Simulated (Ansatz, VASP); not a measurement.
## One calculation of Cs, two programs

The input INCAR:

```
PREC = Accurate
ENCUT = 520
EDIFF = 1E-7
ISMEAR = 0
SIGMA = 0.15
LREAL = F
LASPH = T
NELM = 100
ALGO = Fast
ISIF = 2
LWAVE = F
LCHARG = T
GGA = PE
LELF = T
LVHAR = T
NBANDS = 10
```

The input KPOINTS:

```
Automatic mesh
0
Gamma
  12 12 12
```

File POSCAR:

```
Cs
1.0
   -3.0225000000      3.0225000000      2.7807000000
    3.0225000000     -3.0225000000      2.7807000000
    3.0225000000      3.0225000000     -2.7807000000
Cs
1
Direct
    0.0000000000      0.0000000000      0.0000000000
```

Input for Ansatz:

```yaml
crystal:
  lattice:
    - [-3.0225, 3.0225, 2.7807]
    - [3.0225, -3.0225, 2.7807]
    - [3.0225, 3.0225, -2.7807]
  atoms:
    - { symbol: Cs, position: [0.0, 0.0, 0.0] }
basis:
  ecutwfc: 420
kpoints:
  mp_grid: { grid: [12, 12, 12] }
hamiltonian:
  xc: pbe
scf:
  occupations: { method: gaussian, width: 0.15 }
output:
  forces: true
  stress: true
  eigenvalues: true
```

Change from the starting cell: strain +0.000 along x and y, -0.080 along z, atoms carried along.

Alike in both runs: task single point; functional PBE; k mesh 12 × 12 × 12; occupations gaussian, width 0.15 eV; no spin polarisation.

|  | VASP | Ansatz |
| --- | --- | --- |
| version | VASP 6.6.1 | Ansatz 0.2.0 |
| potentials or method | VASP PAW PBE potentials, release 64 (Cs_sv) | scalar-relativistic, plane waves, PAW |
| plane-wave cutoff (eV) | 520 | 420 |
| valence electrons in the cell | 9 | 9 |

```csv
,VASP,Ansatz,Ansatz less VASP
gap on the k mesh at the Fermi level (eV),none,none,-
pressure (GPa),0.3,0.4,+0.01
```

A gap of «none» marks a metal or a gap that the smearing closes.

Spin-orbit coupling is left out, which matters for the levels of Cs.
